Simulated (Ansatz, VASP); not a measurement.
P in VASP and in Ansatz

```
P
1.0
     4.31786   -0.03264    0.00000
    -0.03264    4.42237    0.00000
     0.00000    0.00000    4.37550
P
1
Direct
  0.00000 0.00000 0.00000
```

Alike in both runs: task single point; functional PBEsol; k mesh 8 × 8 × 8; occupations gaussian, width 0.1 eV; no spin polarisation.

|  | VASP | Ansatz |
| --- | --- | --- |
| version | VASP 6.6.1 | Ansatz 0.2.0 |
| potentials or method | VASP PAW PBE potentials, release 64 (P) | scalar-relativistic, plane waves, PAW |
| plane-wave cutoff (eV) | 520 | 420 |
| valence electrons in the cell | 5 | 5 |

|  | VASP | Ansatz | Ansatz less VASP |
| --- | --- | --- | --- |
| gap on the k mesh at the Fermi level (eV) | none | none | - |
| pressure (GPa) | -3.5 | -3.5 | +0.01 |
| largest component of the traceless stress (GPa) | 0.18 | 0.18 | 0.000 |

A gap of «none» marks a metal or a gap that the smearing closes.

Caveats: the PAW data sets were made with another functional, which shifts forces and pressure a little (VASP).
